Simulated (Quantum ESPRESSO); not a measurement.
# CoSi2 (R-3m) in Quantum ESPRESSO: relaxation of the atoms with PBE

Aim: the relaxation of the atoms of CoSi2 with PBE.

Program: Quantum ESPRESSO 7.5. These are calculated values, not measurements. Logs are shortened: lines on timing, memory, paths and dates and some standing lists are left out, and cuts for length are marked.

## Step 1: Starting point

Symmetry: R-3m, No. 166, trigonal system. Conventional cell: a = 3.854 Å, b = 3.854 Å, c = 9.163 Å, α = 90.00°, β = 90.00°, γ = 120.00°. Around Co (site symmetry -3m) lie 8 Si at 2.29 to 2.35 Å. Around Si (site symmetry 3m) lie 4 Co at 2.29 to 2.35 Å.

The cell was built by a generator and needn't be a form met in nature.

## Step 2: Relaxation of the atoms, PBE

Contents of pw.in:

```
&CONTROL
  calculation = 'relax'
  prefix = 'pwscf'
  outdir = './tmp'
  pseudo_dir = './pseudo'
  tprnfor = .true.
  disk_io = 'low'
  nstep = 40
  forc_conv_thr = 0.0004
  etot_conv_thr = 1d-05
/
&SYSTEM
  ibrav = 0
  nat = 3
  ntyp = 2
  ecutwfc = 56
  ecutrho = 448
  nbnd = 19
  occupations = 'smearing'
  smearing = 'mp'
  degauss = 0.00734986
/
&ELECTRONS
  conv_thr = 6d-10
  electron_maxstep = 120
  mixing_beta = 0.5
/
&IONS
  ion_dynamics = 'bfgs'
/
ATOMIC_SPECIES
Co    58.9332 co_pbe_v1.2.uspp.F.UPF
Si    28.0850 si_pbe_v1.uspp.F.UPF
CELL_PARAMETERS angstrom
   2.2252172625    0.0000000000    3.0541937551
  -1.1126086313    1.9270946783    3.0541937551
  -1.1126086313   -1.9270946783    3.0541937551
ATOMIC_POSITIONS crystal
Co     0.0000000000    0.0000000000    0.0000000000
Si     0.2500000000    0.2500000000    0.2500000000
Si     0.7500000000    0.7500000000    0.7500000000
K_POINTS automatic
16 16 16 0 0 0
```

Potentials or basis: GBRV 1.5 PBE.

Command:

```sh
$ OMP_NUM_THREADS=1 pw.x -in pw.in > pw.out
```

pw.out:

```text
This program is part of the open-source Quantum ESPRESSO suite
     for quantum simulation of materials; please cite
         "P. Giannozzi et al., J. Phys.:Condens. Matter 21 395502 (2009);
         "P. Giannozzi et al., J. Phys.:Condens. Matter 29 465901 (2017);
         "P. Giannozzi et al., J. Chem. Phys. 152 154105 (2020);
     in publications or presentations arising from this work. More details at

     Message from routine setup:
     using ibrav=0 with symmetry is DISCOURAGED, use correct ibrav instead

     G-vector sticks info
     --------------------
     sticks:   dense  smooth     PW     G-vecs:    dense   smooth      PW
     Sum        1597     793    253                42393    14991    2709

     Using Slab Decomposition

     bravais-lattice index     =            0
     lattice parameter (alat)  =       7.1410  a.u.
     unit-cell volume          =     265.1490 (a.u.)^3
     number of atoms/cell      =            3
     number of atomic types    =            2
     number of electrons       =        25.00
     number of Kohn-Sham states=           19
     kinetic-energy cutoff     =      56.0000  Ry
     charge density cutoff     =     448.0000  Ry
     scf convergence threshold =      6.0E-10
     mixing beta               =       0.5000
     number of iterations used =            8  plain     mixing
     energy convergence thresh.=      1.0E-05
     force convergence thresh. =      4.0E-04
     Exchange-correlation= SLA  PW   PBE  PBE
                           (   1   4   3   4   0   0   0)
     nstep                     =           40

     celldm(1)=   7.140988  celldm(2)=   0.000000  celldm(3)=   0.000000
     celldm(4)=   0.000000  celldm(5)=   0.000000  celldm(6)=   0.000000

     crystal axes: (cart. coord. in units of alat)
               a(1) = (   0.588861   0.000000   0.808234 )
               a(2) = (  -0.294431   0.509969   0.808234 )
               a(3) = (  -0.294431  -0.509969   0.808234 )

     reciprocal axes: (cart. coord. in units 2 pi/alat)
               b(1) = (  1.132129  0.000000  0.412422 )
               b(2) = ( -0.566064  0.980452  0.412422 )
               b(3) = ( -0.566064 -0.980452  0.412422 )

     PseudoPot. # 1 for Co read from file:
     co_pbe_v1.2.uspp.F.UPF
     Pseudo is Ultrasoft + core correction, Zval = 17.0
     Generated by new atomic code, or converted to UPF format
     Using radial grid of  863 points,  6 beta functions with:
                l(1) =   0
                l(2) =   0
                l(3) =   1
                l(4) =   1
                l(5) =   2
                l(6) =   2
     Q(r) pseudized with  8 coefficients,  rinner =    1.200   1.200   1.200
                                                       1.200   1.200

     PseudoPot. # 2 for Si read from file:
     si_pbe_v1.uspp.F.UPF
     Pseudo is Ultrasoft + core correction, Zval =  4.0
     Generated by new atomic code, or converted to UPF format
     Using radial grid of  899 points,  6 beta functions with:
                l(1) =   0
                l(2) =   0
                l(3) =   1
                l(4) =   1
                l(5) =   2
                l(6) =   2
     Q(r) pseudized with  8 coefficients,  rinner =    0.900   0.900   0.900
                                                       0.900   0.900

     atomic species   valence    mass     pseudopotential
     Co               17.00    58.93320     Co( 1.00)
     Si                4.00    28.08500     Si( 1.00)

     12 Sym. Ops., with inversion, found

   Cartesian axes

     site n.     atom                  positions (alat units)
         1        Co     tau(   1) = (   0.0000000   0.0000000   0.0000000  )
         2        Si     tau(   2) = (  -0.0000000   0.0000000   0.6061756  )
         3        Si     tau(   3) = (  -0.0000000  -0.0000000   1.8185267  )

     number of k points=   417  Methfessel-Paxton smearing, width (Ry)=  0.0073

     Number of k-points >= 100: set verbosity='high' to print them.

     Dense  grid:    42393 G-vectors     FFT dimensions: (  50,  50,  50)

     Smooth grid:    14991 G-vectors     FFT dimensions: (  36,  36,  36)

     Check: negative core charge=   -0.000010

     Initial potential from superposition of free atoms

     starting charge      23.9987, renormalised to      25.0000
     Starting wfcs are   21 randomized atomic wfcs

     Self-consistent Calculation

     iteration #  1     ecut=    56.00 Ry     beta= 0.50
     Davidson diagonalization with overlap
     ethr =  1.00E-02,  avg # of iterations =  4.2

     total energy              =    -307.68387550 Ry
     estimated scf accuracy    <      16.64614305 Ry

     iteration #  2     ecut=    56.00 Ry     beta= 0.50
     Davidson diagonalization with overlap
     ethr =  1.00E-02,  avg # of iterations =  3.0

     total energy              =    -317.15297442 Ry
     estimated scf accuracy    <      34.43002744 Ry

     iteration #  3     ecut=    56.00 Ry     beta= 0.50
     Davidson diagonalization with overlap
     ethr =  1.00E-02,  avg # of iterations =  2.0

     total energy              =    -317.71391996 Ry
     estimated scf accuracy    <       7.41405454 Ry

     iteration #  4     ecut=    56.00 Ry     beta= 0.50
     Davidson diagonalization with overlap
     ethr =  1.00E-02,  avg # of iterations =  1.7

     total energy              =    -317.96339845 Ry
     estimated scf accuracy    <       1.65131579 Ry

     iteration #  5     ecut=    56.00 Ry     beta= 0.50
     Davidson diagonalization with overlap
     ethr =  6.61E-03,  avg # of iterations =  1.0

     total energy              =    -317.52794929 Ry
     estimated scf accuracy    <       1.06987116 Ry

     iteration #  6     ecut=    56.00 Ry     beta= 0.50
     Davidson diagonalization with overlap
     ethr =  4.28E-03,  avg # of iterations =  1.8

     total energy              =    -317.84740141 Ry
     estimated scf accuracy    <       0.88012534 Ry

     iteration #  7     ecut=    56.00 Ry     beta= 0.50
     Davidson diagonalization with overlap
     ethr =  3.52E-03,  avg # of iterations =  1.0

     total energy              =    -317.81952722 Ry
     estimated scf accuracy    <       0.72694287 Ry

     iteration #  8     ecut=    56.00 Ry     beta= 0.50
     Davidson diagonalization with overlap
     ethr =  2.91E-03,  avg # of iterations =  1.0

     total energy              =    -317.76829685 Ry
     estimated scf accuracy    <       0.44815097 Ry

     iteration #  9     ecut=    56.00 Ry     beta= 0.50
     Davidson diagonalization with overlap
     ethr =  1.79E-03,  avg # of iterations =  1.0

     total energy              =    -317.77325127 Ry
     estimated scf accuracy    <       0.05068225 Ry

     iteration # 10     ecut=    56.00 Ry     beta= 0.50
     Davidson diagonalization with overlap
     ethr =  2.03E-04,  avg # of iterations =  2.0

     total energy              =    -317.78086954 Ry
     estimated scf accuracy    <       0.00544974 Ry

[... 51 further cycles ...]
     iteration # 11     ecut=    56.00 Ry     beta= 0.50
     Davidson diagonalization with overlap
     ethr =  4.91E-13,  avg # of iterations =  1.0

     total energy              =    -317.78139224 Ry
     estimated scf accuracy    <          1.1E-10 Ry

     iteration # 12     ecut=    56.00 Ry     beta= 0.50
     Davidson diagonalization with overlap
     ethr =  4.28E-13,  avg # of iterations =  1.0

     total energy              =    -317.78139224 Ry
     estimated scf accuracy    <          8.4E-11 Ry

     iteration # 13     ecut=    56.00 Ry     beta= 0.50
     Davidson diagonalization with overlap
     ethr =  3.34E-13,  avg # of iterations =  1.0

     total energy              =    -317.78139224 Ry
     estimated scf accuracy    <          6.1E-11 Ry

     iteration # 14     ecut=    56.00 Ry     beta= 0.50
     Davidson diagonalization with overlap
     ethr =  2.43E-13,  avg # of iterations =  1.0

     total energy              =    -317.78139224 Ry
     estimated scf accuracy    <          3.6E-11 Ry

     iteration # 15     ecut=    56.00 Ry     beta= 0.50
     Davidson diagonalization with overlap
     ethr =  1.42E-13,  avg # of iterations =  1.0

     End of self-consistent calculation

     Number of k-points >= 100: set verbosity='high' to print the bands.

     the Fermi energy is    12.4137 ev

!    total energy              =    -317.78139224 Ry
     estimated scf accuracy    <          9.5E-12 Ry
     smearing contrib. (-TS)   =       0.00003829 Ry
     internal energy E=F+TS    =    -317.78143053 Ry

     The total energy is F=E-TS. E is the sum of the following terms:
     one-electron contribution =    -239.86593436 Ry
     hartree contribution      =     132.73475486 Ry
     xc contribution           =     -41.51821053 Ry
     ewald contribution        =    -169.13204049 Ry

     convergence has been achieved in  15 iterations

     Forces acting on atoms (cartesian axes, Ry/au):

     atom    1 type  1   force =     0.00000000    0.00000000    0.00000000
     atom    2 type  2   force =    -0.00000000   -0.00000000    0.00002215
     atom    3 type  2   force =    -0.00000000   -0.00000000   -0.00002215

     Total force =     0.000031     Total SCF correction =     0.000000
     Energy error            =      1.7E-05 Ry
     Gradient error          =      2.2E-05 Ry/Bohr

     number of scf cycles    =   5
     number of bfgs steps    =   4

     energy             old  =    -317.7813749073 Ry
     energy             new  =    -317.7813922387 Ry

     CASE: energy            _new < energy            _old

     new trust radius        =       0.0001021797 bohr
     new conv_thr            =            6.0E-12 Ry

ATOMIC_POSITIONS (crystal)
Co               0.0000000000       -0.0000000000       -0.0000000000
Si               0.2530524234        0.2530524234        0.2530524234
Si               0.7469475766        0.7469475766        0.7469475766

     NEW-OLD atomic charge density approx. for the potential

     Check: negative core charge=   -0.000010

     Self-consistent Calculation

     iteration #  1     ecut=    56.00 Ry     beta= 0.50
     Davidson diagonalization with overlap
     ethr =  1.00E-06,  avg # of iterations =  1.0

     Threshold (ethr) on eigenvalues was too large:
     Diagonalizing with lowered threshold

     Davidson diagonalization with overlap
     ethr =  6.36E-12,  avg # of iterations =  3.7

     total energy              =    -317.78139224 Ry
     estimated scf accuracy    <          1.8E-09 Ry

     iteration #  2     ecut=    56.00 Ry     beta= 0.50
     Davidson diagonalization with overlap
     ethr =  7.09E-12,  avg # of iterations =  2.5

     total energy              =    -317.78139224 Ry
     estimated scf accuracy    <       0.00000002 Ry

     iteration #  3     ecut=    56.00 Ry     beta= 0.50
     Davidson diagonalization with overlap
     ethr =  7.09E-12,  avg # of iterations =  2.4

     total energy              =    -317.78139224 Ry
     estimated scf accuracy    <          1.1E-10 Ry

     iteration #  4     ecut=    56.00 Ry     beta= 0.50
     Davidson diagonalization with overlap
     ethr =  4.42E-13,  avg # of iterations =  1.7

     total energy              =    -317.78139224 Ry
     estimated scf accuracy    <          1.2E-11 Ry

     iteration #  5     ecut=    56.00 Ry     beta= 0.50
     Davidson diagonalization with overlap
     ethr =  1.00E-13,  avg # of iterations =  1.6

     End of self-consistent calculation

     Number of k-points >= 100: set verbosity='high' to print the bands.

     the Fermi energy is    12.4137 ev

!    total energy              =    -317.78139224 Ry
     estimated scf accuracy    <          2.3E-12 Ry
     smearing contrib. (-TS)   =       0.00003829 Ry
     internal energy E=F+TS    =    -317.78143053 Ry

     The total energy is F=E-TS. E is the sum of the following terms:
     one-electron contribution =    -239.86579012 Ry
     hartree contribution      =     132.73466573 Ry
     xc contribution           =     -41.51820677 Ry
     ewald contribution        =    -169.13209937 Ry

     convergence has been achieved in   5 iterations

     Forces acting on atoms (cartesian axes, Ry/au):

     atom    1 type  1   force =     0.00000000   -0.00000000    0.00000000
     atom    2 type  2   force =     0.00000000   -0.00000000   -0.00000003
     atom    3 type  2   force =     0.00000000   -0.00000000    0.00000003

     Total force =     0.000000     Total SCF correction =     0.000000
     Energy error            =      2.3E-09 Ry
     Gradient error          =      2.9E-08 Ry/Bohr

     bfgs converged in   6 scf cycles and   5 bfgs steps
     (criteria: energy <  1.0E-05 Ry, force <  4.0E-04 Ry/Bohr)

     End of BFGS Geometry Optimization

     Final energy             =    -317.7813922410 Ry

Begin final coordinates

ATOMIC_POSITIONS (crystal)
Co               0.0000000000       -0.0000000000       -0.0000000000
Si               0.2530524234        0.2530524234        0.2530524234
Si               0.7469475766        0.7469475766        0.7469475766
End final coordinates

=------------------------------------------------------------------------------=
   JOB DONE.
=------------------------------------------------------------------------------=
```

It took 26 min on 1 thread of Intel Xeon Platinum 8375C at 2.90GHz (Ice Lake), shared host; peak memory 0.41 GiB.

What came out:

```yaml
Free_energy: -4323.6361 eV
Energy_gained_by_relaxing: 2.8 meV/atom
Ionic_steps: 6
Band_gap_on_the_k_mesh: none (metal or under the smearing width)
```

The path:
```csv
step,energy change (eV),largest force (eV/Å)
1,0.0000,0.3010
2,-0.0033,0.2329
3,-0.0060,0.1588
4,-0.0081,0.0499
5,-0.0083,0.0006
6,-0.0083,0.0000
```

Final structure:
```
Co Si
1.0
     2.22522    0.00000    3.05419
    -1.11261    1.92709    3.05419
    -1.11261   -1.92709    3.05419
Co Si
1 2
Direct
  0.00000 0.00000 0.00000
  0.25305 0.25305 0.25305
  0.74695 0.74695 0.74695
```

Spin polarisation is off, so any magnetic state and its effect on volume and gap are missing.
